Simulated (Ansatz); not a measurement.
## Au(111) with 4 layers of random Au-Ti, 2x2: scattering by chemical disorder

Aim: the residual resistivity of a random alloy, from Au(111) with 4 layers of random Au-Ti, 2x2 and longer regions.

Method: Ansatz plane-wave DFT, PBE, PAW files; ballistic transport by layer matching (Landauer), zero bias; PAW set soft_1, in Ansatz 0.2.0.

Report form: the programs' logs are mostly left out.

## 1. The starting structure

The cell holds 40 atoms: 38 Au and 2 Ti. Cell: a = 5.768 Å, b = 5.768 Å, c = 23.605 Å, α = 93.5°, β = 86.5°, γ = 120.0°. It derives from Au. Regions: lead, 24 atoms (24 Au); scattering region, 16 atoms (14 Au and 2 Ti). The structure is stacked along c, and the current runs across the ab planes.

## 2. With 4 alloy layers

In 4 layers a share of 0.125 of the sites is given to Ti at random. The layers about the cell's end stay perfect and serve as the lead. Energies from -0.05 to 0.05 eV in steps of 0.05 eV are too few for the program's thermal sum, so it prints no conductance; for a metal the transmission near the Fermi level serves, at a fraction of the cost.

Input file input.yaml:

```yaml
crystal:
  lattice:
    - [5.7675164607, 0.0, 0.0]
    - [-2.8837582304, 4.9948157718, 0.0]
    - [1.4418791152, -0.8324692953, 23.5457873532]
  atoms:
    - { symbol: Au, position: [0.9916666667, 0.0083333333, 0.05] }
    - { symbol: Au, position: [0.9916666667, 0.5083333333, 0.05] }
    - { symbol: Au, position: [0.4916666667, 0.0083333333, 0.05] }
    - { symbol: Au, position: [0.4916666667, 0.5083333333, 0.05] }
    - { symbol: Au, position: [0.1416666667, 0.3583333333, 0.15] }
    - { symbol: Au, position: [0.1416666667, 0.8583333333, 0.15] }
    - { symbol: Au, position: [0.6416666667, 0.3583333333, 0.15] }
    - { symbol: Au, position: [0.6416666667, 0.8583333333, 0.15] }
[... 28 atom lines left out ...]
    - { symbol: Au, position: [0.8416666667, 0.1583333333, 0.95] }
    - { symbol: Au, position: [0.8416666667, 0.6583333333, 0.95] }
    - { symbol: Au, position: [0.3416666667, 0.1583333333, 0.95] }
    - { symbol: Au, position: [0.3416666667, 0.6583333333, 0.95] }
kpoints:
  mp_grid: { grid: [5, 5, 1] }
hamiltonian:
  xc: pbe
  pseudopotentials: { kind: paw, azcp: { folder: soft_1 } }
scf:
  occupations: { method: fermi_dirac, width: 0.1 }
output:
  transmission:
    leads: [[0, 4]]
    kmesh: [10, 10]
    e_range: [-0.05, 0.05]
    de: 0.05
  write_potential: true
  write_density: true
  volumetric_format: npy
```

Run with:

```console
ansatz run input.yaml --threads 4 --pin off --max-ram 15360MiB --backend cpu --events-out ev --progress --plain --runs-dir out
```

Wall time 5.8 min (4 threads of Arm Neoverse V2, shared host); peak memory 5.5 GiB.

Numbers from this step:

```yaml
free_energy: -504745.9026 eV
energy_at_zero_smearing: -504745.6032 eV
fermi_energy: 20.43 eV
cell_area: 28.81 Å²
transmission_per_spin_nearest_the_fermi_level: 1.630
open_channels_per_spin_nearest_the_fermi_level: 3.21
step_of_the_lead_s_potential: 6.8 meV
```

Per spin. Transmission, zone mean against energy, zero at the Fermi level:

| energy (eV) | transmission, zone mean |
| --- | --- |
| -0.0500 | 1.62 |
| 0.0000 | 1.63 |
| 0.0500 | 1.64 |

Per spin. The open channels, zone mean, lead stays at 3.21 for energy from -0.05 to 0.05 eV.

Transmission over k1 and k2. At 0.0000 eV from the Fermi level.

Values, 10 rows by 10 columns:
```
1.50 1.44 1.29 1.13 0.92 2.39 2.18 1.86 1.10 1.18
1.18 1.29 1.79 1.14 1.01 1.99 1.80 2.01 1.81 1.10
1.09 1.13 1.14 2.82 1.64 2.18 1.75 1.66 2.01 1.86
1.82 0.92 1.01 1.64 1.72 2.06 1.03 1.75 1.80 2.18
2.65 2.39 1.99 2.18 2.06 1.23 2.06 2.18 1.99 2.39
1.82 2.18 1.80 1.75 1.03 2.06 1.72 1.64 1.01 0.92
1.09 1.86 2.01 1.66 1.75 2.18 1.64 2.82 1.14 1.13
1.18 1.10 1.81 2.01 1.80 1.99 1.01 1.14 1.79 1.29
1.50 1.18 1.10 1.86 2.18 2.39 0.92 1.13 1.29 1.44
1.37 1.50 1.18 1.09 1.82 2.65 1.82 1.09 1.18 1.50
```
Columns: k1 (b1) from -0.5 to 0.4; rows upwards: k2 (b2) from -0.5 to 0.4.

Open channels over k1 and k2. At 0.0000 eV from the Fermi level.

Ten even steps from '_' (3.00) to '@' (4.00):
```
__@@______@@________
____@@____@@________
______@@__@@________
____________________
@@@@@@@@______@@@@@@
____________________
__________@@__@@____
__________@@____@@__
__________@@______@@
@@________@@________
```
Columns: k1 (b1) from -0.5 to 0.4; rows upwards: k2 (b2) from -0.5 to 0.4.

Over the solved energies the transmission per spin lies between 1.62 and 1.64, out of 3.21 channels of the lead on average (up to 3.21).

## 3. With 8 alloy layers

In 8 layers a share of 0.125 of the sites is given to Ti at random. A fresh draw is used; the growth of the resistance with length is what counts.

System of this step: Au(111) with 8 layers of random Au-Ti, 2x2. The cell holds 56 atoms: 52 Au and 4 Ti. Its edges and angles: a = 5.768 Å, b = 5.768 Å, c = 33.006 Å, α = 87.5°, β = 92.5°, γ = 120.0°. It derives from Au. Regions: lead, 24 atoms (24 Au); scattering region, 32 atoms (28 Au and 4 Ti). The structure is stacked along c, and the current runs across the ab planes.

Input file input.yaml:

```yaml
crystal:
  lattice:
    - [5.7675164607, 0.0, 0.0]
    - [-2.8837582304, 4.9948157718, 0.0]
    - [-1.4418791152, 0.8324692953, 32.9641022945]
  atoms:
    - { symbol: Au, position: [0.005952381, 0.994047619, 0.0357142857] }
    - { symbol: Au, position: [0.005952381, 0.494047619, 0.0357142857] }
    - { symbol: Au, position: [0.505952381, 0.994047619, 0.0357142857] }
    - { symbol: Au, position: [0.505952381, 0.494047619, 0.0357142857] }
    - { symbol: Au, position: [0.1845238095, 0.3154761905, 0.1071428571] }
    - { symbol: Au, position: [0.1845238095, 0.8154761905, 0.1071428571] }
    - { symbol: Au, position: [0.6845238095, 0.3154761905, 0.1071428571] }
    - { symbol: Au, position: [0.6845238095, 0.8154761905, 0.1071428571] }
[... 44 atom lines left out ...]
    - { symbol: Au, position: [0.3273809524, 0.1726190476, 0.9642857143] }
    - { symbol: Au, position: [0.3273809524, 0.6726190476, 0.9642857143] }
    - { symbol: Au, position: [0.8273809524, 0.1726190476, 0.9642857143] }
    - { symbol: Au, position: [0.8273809524, 0.6726190476, 0.9642857143] }
kpoints:
  mp_grid: { grid: [5, 5, 1] }
hamiltonian:
  xc: pbe
  pseudopotentials: { kind: paw, azcp: { folder: soft_1 } }
scf:
  occupations: { method: fermi_dirac, width: 0.1 }
output:
  transmission:
    leads: [[0, 4]]
    kmesh: [10, 10]
    e_range: [-0.05, 0.05]
    de: 0.05
  write_potential: true
  write_density: true
  volumetric_format: npy
```

It took 14 min on 4 threads; peak memory 9.8 GiB.

Numbers from this step:

- free energy: -693862.6077 eV
- energy at zero smearing: -693861.9922 eV
- Fermi energy: 20.35 eV
- transmission per spin nearest the Fermi level: 0.8848
- step of the lead's potential: 7.6 meV

Per spin. The transmission, zone mean by energy, zero at the Fermi level:

| energy (eV) | transmission, zone mean |
| --- | --- |
| -0.0500 | 1.08 |
| 0.0000 | 0.885 |
| 0.0500 | 0.707 |

Over the solved energies the transmission per spin lies between 0.707 and 1.08, out of 3.21 channels of the lead on average (up to 3.21).

## 4. With 12 alloy layers

In 12 layers a share of 0.125 of the sites is given to Ti at random. A fresh draw is used; the growth of the resistance with length is what counts.

System of this step: Au(111) with 12 layers of random Au-Ti, 2x2. The cell holds 72 atoms: 66 Au and 6 Ti. Its edges and angles: a = 5.768 Å, b = 5.768 Å, c = 42.382 Å, α = 90.0°, β = 90.0°, γ = 120.0°. It derives from Au. Regions: lead, 24 atoms (24 Au); scattering region, 48 atoms (42 Au and 6 Ti). The structure is stacked along c, and the current runs across the ab planes.

Input file input.yaml:

```yaml
crystal:
  lattice:
    - [5.7675164607, 0.0, 0.0]
    - [-2.8837582304, 4.9948157718, 0.0]
    - [0.0, 0.0, 42.3824172358]
  atoms:
    - { symbol: Au, position: [0.0, 0.0, 0.0277777778] }
    - { symbol: Au, position: [0.0, 0.5, 0.0277777778] }
    - { symbol: Au, position: [0.5, 0.0, 0.0277777778] }
    - { symbol: Au, position: [0.5, 0.5, 0.0277777778] }
    - { symbol: Au, position: [0.1666666667, 0.3333333333, 0.0833333333] }
    - { symbol: Au, position: [0.1666666667, 0.8333333333, 0.0833333333] }
    - { symbol: Au, position: [0.6666666667, 0.3333333333, 0.0833333333] }
    - { symbol: Au, position: [0.6666666667, 0.8333333333, 0.0833333333] }
[... 60 atom lines left out ...]
    - { symbol: Au, position: [0.3333333333, 0.1666666667, 0.9722222222] }
    - { symbol: Au, position: [0.3333333333, 0.6666666667, 0.9722222222] }
    - { symbol: Au, position: [0.8333333333, 0.1666666667, 0.9722222222] }
    - { symbol: Au, position: [0.8333333333, 0.6666666667, 0.9722222222] }
kpoints:
  mp_grid: { grid: [5, 5, 1] }
hamiltonian:
  xc: pbe
  pseudopotentials: { kind: paw, azcp: { folder: soft_1 } }
scf:
  occupations: { method: fermi_dirac, width: 0.1 }
output:
  transmission:
    leads: [[0, 4]]
    kmesh: [10, 10]
    e_range: [-0.05, 0.05]
    de: 0.05
  write_potential: true
  write_density: true
  volumetric_format: npy
```

Run time: 37 min. Hardware: 4 threads; peak memory 9.6 GiB; 2.4 h of CPU time.

This step gave:

| Quantity | Value |
| --- | --- |
| free energy | -882980.4864 eV |
| energy at zero smearing | -882979.7525 eV |
| Fermi energy | 20.26 eV |
| transmission per spin nearest the Fermi level | 0.7015 |
| step of the lead's potential | 9.4 meV |

Per spin. The transmission, zone mean by energy, zero at the Fermi level:

| energy (eV) | transmission, zone mean |
| --- | --- |
| -0.0500 | 0.657 |
| 0.0000 | 0.701 |
| 0.0500 | 0.625 |

Over the solved energies the transmission per spin lies between 0.625 and 0.701, out of 3.21 channels of the lead on average (up to 3.21).

## 5. The fit

This step: Ansatz plane-wave DFT, PBE, PAW files; ballistic transport by layer matching (Landauer), zero bias; residual resistivity from the slope of the area resistance, atoms on the host's lattice; PAW set soft_1 (Ansatz 0.2.0).

Numbers from this step:

```yaml
resistivity: 177.4 µΩ cm
intercept: -0.4729 fΩ m²
scatter_about_the_fit: 0.1041 fΩ m²
```

Resistance, by row:

| run | length (Å) | T | channels N | RA (fΩ m²) |
| --- | --- | --- | --- | --- |
| n4 | 9.418 | 1.629 | 3.21 | 1.124 |
| n8 | 18.84 | 0.8907 | 3.21 | 3.016 |
| n12 | 28.25 | 0.6611 | 3.21 | 4.466 |

The area resistance by length of the alloy:

| length of the alloy (Å) | area resistance (fΩ m²) |
| --- | --- |
| 9.42 | 1.12 |
| 18.84 | 3.02 |
| 28.25 | 4.47 |

The area resistance goes from 1.1 to 4.5 fΩ m² between 9.4 and 28.3 Å, a slope of 177 µΩ cm.

By hand from the end points: (4.466 − 1.124) fΩ m² / (28.25 − 9.42) Å = 177 µΩ cm, since 1 fΩ m² per Å is 1000 µΩ cm.

## 6. Outcome

| Quantity | Value |
| --- | --- |
| resistivity from the slope | 177 µΩ cm |
| area resistance over 9.42 Å | 1.12 fΩ m² |
| area resistance over 18.8 Å | 3.02 fΩ m² |
| area resistance over 28.3 Å | 4.47 fΩ m² |

In words: The slope gives 177 µΩ cm. The points scatter by 0.10 fΩ m² about the line, with one random draw a length in a 2x2 cell, so the slope is a rough value. Read with a model of isotropic scattering on a spherical Fermi surface and the lead's 0.86×10¹⁵ S/m², this slope means a mean free path near 4.9 Å; over these lengths the model's slope is within 3 % of its bulk resistivity, though a free path of a few ångströms strains the picture. The draw over the shortest length came out nearly ordered, with 8 symmetry operations, so that point is a poor sample of a random alloy. The atoms sit on the host's lattice, so scattering by size misfit is left out. Spin-orbit coupling is left out, which matters for Au.

[Logs are printed without paths, hosts, clocks, repeated set-up lines and the standing remarks that a program may print on its own settings, such as how far it seeks lower states.]

[Hosts, paths, dates, database ids (printed as entryN), source tags and the programs' standing remarks are cut or masked in the printed files.]
